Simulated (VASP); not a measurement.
# FeSi (P2_13) in VASP: further runs

The runs below take FeSi through relaxation of cell and atoms, with LDA, PBE.

Everything below comes from runs of VASP 6.6.1. Logs are shortened: lines on timing, memory, paths and dates and some standing lists are left out, and cuts for length are marked.

### Step 1. Starting point

It takes space group P2_13 (No. 198, cubic). Conventional cell: a = 4.373 Å, b = 4.373 Å, c = 4.373 Å, α = 90.00°, β = 90.00°, γ = 90.00°. Fe (site symmetry 3) has 7 Si at 2.24 to 2.45 Å as nearest neighbours. Si (site symmetry 3) has 7 Fe at 2.24 to 2.45 Å as nearest neighbours.

### Step 2. Relaxation of cell and atoms, LDA

INCAR reads:

```
SYSTEM = FeSi
  ALGO = Normal
  EDIFF = 1E-7
  EDIFFG = -0.005
  ENCUT = 600
  IBRION = 2
  ISIF = 3
  ISMEAR = 0
  KPAR = 2
  LASPH = .TRUE.
  LCHARG = .FALSE.
  LREAL = .FALSE.
  LWAVE = .FALSE.
  NELM = 80
  NSW = 90
  PREC = Accurate
  SIGMA = 0.03
```

KPOINTS reads:

```
k-points
0
G
  8 8 8
  0 0 0
```

POSCAR reads:

```
FeSi                                    
1.0
    4.3732531026      0.0000000000     -0.0000000000
   -0.0000000000      4.3732531026      0.0000000000
   -0.0000000000      0.0000000000      4.3732531026
  Fe              Si            
     4     4
Direct
     0.1371026429377525    0.1371026429377525    0.1371026429377525
     0.3628973570622475    0.8628973570622476    0.6371026429377524
     0.6371026429377524    0.3628973570622475    0.8628973570622476
     0.8628973570622476    0.6371026429377524    0.3628973570622475
     0.8408249735693887    0.8408249735693887    0.8408249735693887
     0.6591750264306113    0.1591750264306114    0.3408249735693886
     0.3408249735693886    0.6591750264306113    0.1591750264306114
     0.1591750264306114    0.3408249735693886    0.6591750264306113
```

Potentials or basis: VASP PAW LDA potentials, release 64 (Fe, Si).

Command:

```
cat potpaw_LDA.64/Fe/POTCAR potpaw_LDA.64/Si/POTCAR > POTCAR
mpirun -np 2 vasp_std > vasp.out
```

OUTCAR:

```text
SYSTEM = FeSi
   EDIFF = 1E-7
   EDIFFG = -0.005
   ENCUT = 600
   IBRION = 2
   ISIF = 3
   ISMEAR = 0
   LASPH = .TRUE.
   LREAL = .FALSE.
   NELM = 80
   NSW = 90
   PREC = Accurate

 ion  position               nearest neighbor table
   1  0.137  0.137  0.137-   5 2.24   6 2.27   8 2.27   7 2.27   6 2.45   8 2.45   7 2.45   3 2.68
                             4 2.68   2 2.68   2 2.68   4 2.68   3 2.68
   2  0.363  0.863  0.637-   6 2.24   5 2.27   7 2.27   8 2.27   7 2.45   5 2.45   8 2.45   1 2.68
                             1 2.68   3 2.68   3 2.68   4 2.68   4 2.68
   3  0.637  0.363  0.863-   7 2.24   6 2.27   8 2.27   5 2.27   8 2.45   6 2.45   5 2.45   1 2.68
                             4 2.68   2 2.68   2 2.68   4 2.68   1 2.68
   4  0.863  0.637  0.363-   8 2.24   7 2.27   5 2.27   6 2.27   5 2.45   7 2.45   6 2.45   1 2.68
                             3 2.68   2 2.68   1 2.68   2 2.68   3 2.68
   5  0.841  0.841  0.841-   1 2.24   2 2.27   4 2.27   3 2.27   2 2.45   4 2.45   3 2.45   6 2.71
                             7 2.71   8 2.71   6 2.71   8 2.71   7 2.71
   6  0.659  0.159  0.341-   2 2.24   1 2.27   3 2.27   4 2.27   3 2.45   1 2.45   4 2.45   8 2.71
                             5 2.71   5 2.71   7 2.71   7 2.71   8 2.71
   7  0.341  0.659  0.159-   3 2.24   2 2.27   4 2.27   1 2.27   4 2.45   2 2.45   1 2.45   8 2.71
                             5 2.71   8 2.71   6 2.71   6 2.71   5 2.71
   8  0.159  0.341  0.659-   4 2.24   3 2.27   1 2.27   2 2.27   1 2.45   3 2.45   2 2.45   7 2.71
                             5 2.71   7 2.71   5 2.71   6 2.71   6 2.71

  LATTYP: Found a simple cubic cell.
 ALAT       =     4.3732531026

  Lattice vectors:

 A1 = (   4.3732531026,   0.0000000000,   0.0000000000)
 A2 = (   0.0000000000,   4.3732531026,   0.0000000000)
 A3 = (   0.0000000000,   0.0000000000,   4.3732531026)

Analysis of symmetry for initial positions (statically):
=====================================================================
 Subroutine PRICEL returns:
 Original cell was already a primitive cell.

 Routine SETGRP: Setting up the symmetry group for a
 simple cubic supercell.

 Subroutine GETGRP returns: Found 12 space group operations
 (whereof  3 operations were pure point group operations)
 out of a pool of 48 trial point group operations.

The static configuration has the point symmetry C_3 .
 The point group associated with its full space group is T   .

Analysis of symmetry for dynamics (positions and initial velocities):
=====================================================================
 Subroutine PRICEL returns:
 Original cell was already a primitive cell.

 Routine SETGRP: Setting up the symmetry group for a
 simple cubic supercell.

 Subroutine GETGRP returns: Found 12 space group operations
 (whereof  3 operations were pure point group operations)
 out of a pool of 48 trial point group operations.

The dynamic configuration has the point symmetry C_3 .
 The point group associated with its full space group is T   .

 Subroutine INISYM returns: Found 12 space group operations
 (whereof  3 operations are pure point group operations),
 and found     1 'primitive' translations

----------------------------------------------------------------------------------------

                                     Primitive cell

  volume of cell :      83.6400

  direct lattice vectors                    reciprocal lattice vectors
     4.373253103  0.000000000  0.000000000     0.228662732  0.000000000  0.000000000
     0.000000000  4.373253103  0.000000000     0.000000000  0.228662732  0.000000000
     0.000000000  0.000000000  4.373253103     0.000000000  0.000000000  0.228662732

  length of vectors
     4.373253103  4.373253103  4.373253103     0.228662732  0.228662732  0.228662732

  position of ions in fractional coordinates (direct lattice)
     0.137102643  0.137102643  0.137102643
     0.362897357  0.862897357  0.637102643
[... 113 lines left out ...]
   LORBIT       =      0    0 simple, 1 ext, 2 COOP (PROOUT), +10 PAW based schemes
   GGA     = CA    functional components
   LHFCALC =     F    Hartree Fock is set to
   AEXX    =    0.0000 exact exchange contribution
   IVDW    =     0    specifies the selected vdW correction
   LEPSILON=     F    determine dielectric tensor
   LRPA    =     F    only Hartree local field effects (RPA)
 conjugate gradient relaxation of ions
 non-spin polarized calculation
 Gauss-broadening in eV      SIGMA  =   0.03
  energy-cutoff  :      600.00
  volume of cell :       83.64
 maximum number of plane-waves:      2829
   NGX = 17   NGY = 17   NGZ = 17

--------------------------------------- Ionic step        1  -------------------------------------------

 number of electron      47.9999984 magnetization

 Free energy of the ion-electron system (eV)
  ---------------------------------------------------
  ext. energy  EPLUGINS =         0.00000000
  ---------------------------------------------------
  free energy    TOTEN  =       -66.55558537 eV

  energy without entropy =      -66.55555786  energy(sigma->0) =      -66.55557162

------------------------ aborting loop because EDIFF is reached ----------------------------------------

  FORCE on cell =-STRESS in cart. coord.  units (eV):
  Direction    XX          YY          ZZ          XY          YZ          ZX
  --------------------------------------------------------------------------------------
  -------------------------------------------------------------------------------------
  Total       -0.0251541     -0.0251541     -0.0251541      0.0000000     -0.0000000      0.0000000
  in kB       -0.4818421     -0.4818421     -0.4818421      0.0000000     -0.0000000      0.0000000
  external PRESSURE =      -0.4818421 kB  Pullay stress =       0.0000000 kB

 VOLUME and BASIS-vectors are now :
 -----------------------------------------------------------------------------
  energy-cutoff  :      600.00
  volume of cell :       83.64
      direct lattice vectors                 reciprocal lattice vectors
     4.373253103  0.000000000  0.000000000     0.228662732  0.000000000  0.000000000
     0.000000000  4.373253103  0.000000000     0.000000000  0.228662732  0.000000000
     0.000000000  0.000000000  4.373253103     0.000000000  0.000000000  0.228662732

 POSITION                                       TOTAL-FORCE (eV/Angst)
 -----------------------------------------------------------------------------------
      0.59958      0.59958      0.59958         0.004234      0.004234      0.004234
      1.58704      3.77367      2.78621        -0.004234     -0.004234      0.004234
      2.78621      1.58704      3.77367         0.004234     -0.004234     -0.004234
      3.77367      2.78621      1.58704        -0.004234      0.004234     -0.004234
      3.67714      3.67714      3.67714         0.002276      0.002276      0.002276
      2.88274      0.69611      1.49051        -0.002276     -0.002276      0.002276
      1.49051      2.88274      0.69611         0.002276     -0.002276     -0.002276
      0.69611      1.49051      2.88274        -0.002276      0.002276     -0.002276
 -----------------------------------------------------------------------------------
    total drift:                               -0.000000     -0.000000      0.000000

  FREE ENERGIE OF THE ION-ELECTRON SYSTEM (eV)
  ---------------------------------------------------
  free  energy   TOTEN  =       -66.5555853680 eV

  energy  without entropy=      -66.5555578628  energy(sigma->0) =      -66.55557162

--------------------------------------- Ionic step        2  -------------------------------------------

 number of electron      47.9999984 magnetization

 Free energy of the ion-electron system (eV)
  ---------------------------------------------------
  ext. energy  EPLUGINS =         0.00000000
  ---------------------------------------------------
  free energy    TOTEN  =       -66.55559725 eV

  energy without entropy =      -66.55556926  energy(sigma->0) =      -66.55558325

 E-fermi :  10.3958     XC(G=0): -13.2249

 val. band max:       10.3329358938   @ k =   0.2500   0.1250   0.1250
 cond. band min:      10.4600102660   @ k =   0.3750   0.1250   0.1250
 fundamental gap:      0.1270743722
 Fermi energy:        10.3957828254

 k-point     1 :       0.0000    0.0000    0.0000
  band No.  band energies     occupation
      1      -3.2430      2.00000
      2       2.2594      2.00000
      3       2.2594      2.00000
      4       2.2594      2.00000
      5       5.1027      2.00000
      6       5.1027      2.00000
[... 757 lines left out ...]
     28      12.6581      0.00000
     29      12.9764      0.00000

 [... further k-points ...]

------------------------ aborting loop because EDIFF is reached ----------------------------------------

  FORCE on cell =-STRESS in cart. coord.  units (eV):
  Direction    XX          YY          ZZ          XY          YZ          ZX
  --------------------------------------------------------------------------------------
  -------------------------------------------------------------------------------------
  Total        0.0134424      0.0134424      0.0134424      0.0000000     -0.0000000      0.0000000
  in kB        0.2576158      0.2576158      0.2576158      0.0000000     -0.0000000      0.0000000
  external PRESSURE =       0.2576158 kB  Pullay stress =       0.0000000 kB

 VOLUME and BASIS-vectors are now :
 -----------------------------------------------------------------------------
  energy-cutoff  :      600.00
  volume of cell :       83.60
      direct lattice vectors                 reciprocal lattice vectors
     4.372589736  0.000000000  0.000000000     0.228697422 -0.000000000  0.000000000
     0.000000000  4.372589736  0.000000000    -0.000000000  0.228697422  0.000000000
    -0.000000000 -0.000000000  4.372589736     0.000000000 -0.000000000  0.228697422

 POSITION                                       TOTAL-FORCE (eV/Angst)
 -----------------------------------------------------------------------------------
      0.59970      0.59970      0.59970         0.002831      0.002831      0.002831
      1.58660      3.77289      2.78599        -0.002831     -0.002831      0.002831
      2.78599      1.58660      3.77289         0.002831     -0.002831     -0.002831
      3.77289      2.78599      1.58660        -0.002831      0.002831     -0.002831
      3.67669      3.67669      3.67669         0.001316      0.001316      0.001316
      2.88219      0.69590      1.49040        -0.001316     -0.001316      0.001316
      1.49040      2.88219      0.69590         0.001316     -0.001316     -0.001316
      0.69590      1.49040      2.88219        -0.001316      0.001316     -0.001316
 -----------------------------------------------------------------------------------
    total drift:                               -0.000000     -0.000000      0.000000

  FREE ENERGIE OF THE ION-ELECTRON SYSTEM (eV)
  ---------------------------------------------------
  free  energy   TOTEN  =       -66.5555972504 eV

  energy  without entropy=      -66.5555692567  energy(sigma->0) =      -66.55558325

 reached required accuracy - stopping structural energy minimisation
```

Run time: 52 s. Hardware: 2 MPI ranks of AMD EPYC 9R45 (Zen 5), shared host; peak memory 0.22 GiB.

Results:

* Free energy: -66.5556 eV
* Relaxed volume: 10.45 Å³/atom
* Relaxed cell: a = 4.373 Å, b = 4.373 Å, c = 4.373 Å, α = 90.00°, β = 90.00°, γ = 90.00°
* Space group after relaxing (to 0.05 Å): P2_13 (No. 198)
* Energy gained by relaxing: 0.0 meV/atom
* Ionic steps: 2
* Pressure after relaxing: 0.0 GPa
* Largest force after relaxing: 0.005 eV/Å
* Band gap on the k mesh: 0.13 eV, indirect (least direct gap 0.15 eV)

Forces on the atoms (eV/Å):
```
Fe   0.003  0.003  0.003
Fe  -0.003 -0.003  0.003
Fe   0.003 -0.003 -0.003
Fe  -0.003  0.003 -0.003
Si   0.001  0.001  0.001
Si  -0.001 -0.001  0.001
Si   0.001 -0.001 -0.001
Si  -0.001  0.001 -0.001
```

Final structure:
```
Fe Si
1.0
     4.37259    0.00000    0.00000
     0.00000    4.37259    0.00000
     0.00000    0.00000    4.37259
Fe Si
4 4
Direct
  0.13715 0.13715 0.13715
  0.36285 0.86285 0.63715
  0.63715 0.36285 0.86285
  0.86285 0.63715 0.36285
  0.84085 0.84085 0.84085
  0.65915 0.15915 0.34085
  0.34085 0.65915 0.15915
  0.15915 0.34085 0.65915
```

A k mesh can miss the band edges. Spin polarisation is off, so any magnetic state and its effect on volume and gap are missing.

### Step 3. Relaxation of cell and atoms, PBE, target pressure 50.7 GPa, at which the enthalpy is minimised

This run uses another cell than the first one, of 11.78 Å³/atom, 1.127 times its volume.

INCAR reads:

```
PREC = Accurate ; ENCUT = 600
EDIFF = 1E-6 ; ISMEAR = 0
SIGMA = 0.03 ; LREAL = F
LASPH = T ; NELM = 80
ALGO = Normal ; ISIF = 3
LWAVE = F ; LCHARG = F
GGA = PE ; IBRION = 2
NSW = 90 ; EDIFFG = -0.01
PSTRESS = 507.0 ; KPAR = 2
```

KPOINTS reads:

```
regular mesh
0
Gamma
  8 8 8
```

POSCAR reads:

```
FeSi
1.0
    4.5507000000      0.0000000000      0.0000000000
    0.0000000000      4.5507000000      0.0000000000
    0.0000000000      0.0000000000      4.5507000000
Fe Si
4 4
Direct
    0.1365200000      0.1365200000      0.1365200000
    0.3634800000      0.8634800000      0.6365200000
    0.6365200000      0.3634800000      0.8634800000
    0.8634800000      0.6365200000      0.3634800000
    0.8424000000      0.8424000000      0.8424000000
    0.6576000000      0.1576000000      0.3424000000
    0.3424000000      0.6576000000      0.1576000000
    0.1576000000      0.3424000000      0.6576000000
```

Potentials or basis: VASP PAW PBE potentials, release 64 (Fe, Si).

Command:

```
cat potpaw_PBE.64/Fe/POTCAR potpaw_PBE.64/Si/POTCAR > POTCAR
mpirun -np 2 vasp_std > vasp.out
```

Run time: 5.3 min. Hardware: 2 MPI ranks of AMD EPYC 9R45 (Zen 5), shared host; peak memory 0.26 GiB.

It converged, with:

```yaml
Free_energy: -57.0189 eV
Relaxed_volume: 9.38 Å³/atom
Relaxed_cell: a = 4.218 Å, b = 4.218 Å, c = 4.218 Å, α = 90.00°, β = 90.00°, γ = 90.00°
Space_group_after_relaxing_to_0.05_Å: P2_13 (No. 198)
Energy_change_on_relaxing_the_enthalpy_is_what_falls: +184.0 meV/atom
Ionic_steps: 11
Pressure_after_relaxing: 50.7 GPa
Band_gap_on_the_k_mesh: 0.15 eV, indirect (least direct gap 0.17 eV)
```

Forces on the atoms (eV/Å):
```
Fe   0.001  0.001  0.001
Fe  -0.001 -0.001  0.001
Fe   0.001 -0.001 -0.001
Fe  -0.001  0.001 -0.001
Si  -0.001 -0.001 -0.001
Si   0.001  0.001 -0.001
Si  -0.001  0.001  0.001
Si   0.001 -0.001  0.001
```

The path:
```
step  energy change (eV)  largest force (eV/Å)  pressure (GPa)  volume (Å³)
   1              0.0000                0.2828          -13.74        94.24
   2             56.9544                7.3063          760.69        43.26
   3              0.5341                0.5246           32.12        78.90
   4              0.9779                0.6670           41.73        76.97
   5              1.4489                0.7975           50.81        75.34
   6              1.3398                0.7686           48.86        75.69
   7              1.3701                0.1130           49.16        75.40
   8              1.3872                0.0746           49.10        75.34
   9              1.6850                0.0352           54.66        74.42
  10              1.4773                0.0563           50.83        75.05
  11              1.4717                0.0021           50.73        75.07
```

Final structure:
```yaml
crystal:
  lattice:
    - [4.21846, 0.00000, 0.00000]
    - [0.00000, 4.21846, 0.00000]
    - [0.00000, 0.00000, 4.21846]
  atoms:
    - { symbol: Fe, position: [0.14164, 0.14164, 0.14164] }
    - { symbol: Fe, position: [0.35836, 0.85836, 0.64164] }
    - { symbol: Fe, position: [0.64164, 0.35836, 0.85836] }
    - { symbol: Fe, position: [0.85836, 0.64164, 0.35836] }
    - { symbol: Si, position: [0.84317, 0.84317, 0.84317] }
    - { symbol: Si, position: [0.65683, 0.15683, 0.34317] }
    - { symbol: Si, position: [0.34317, 0.65683, 0.15683] }
    - { symbol: Si, position: [0.15683, 0.34317, 0.65683] }
```

Levels at points of the mesh, in eV from the valence-band top:
| k point | band 22 | band 23 | band 24 | band 25 | band 26 | band 27 |
| --- | --- | --- | --- | --- | --- | --- |
| (0.00, 0.00, 0.00) | -0.38 | -0.10 | -0.10 | 0.82 | 0.82 | 0.82 |
| (0.50, 0.00, 0.00) | -0.52 | 0.00 | 0.00 | 0.20 | 0.20 | 2.07 |
| (0.50, 0.50, 0.00) | -1.25 | -0.47 | -0.47 | 0.76 | 0.76 | 1.62 |
| (0.50, 0.50, 0.50) | -0.89 | -0.89 | -0.89 | 0.59 | 0.59 | 0.59 |

Caveat: the cell is relaxed towards a set pressure, so the enthalpy falls and the energy may rise; the volume moved by over 15 % at a fixed basis, so the end points are rough.

[end of part 1 of 2]
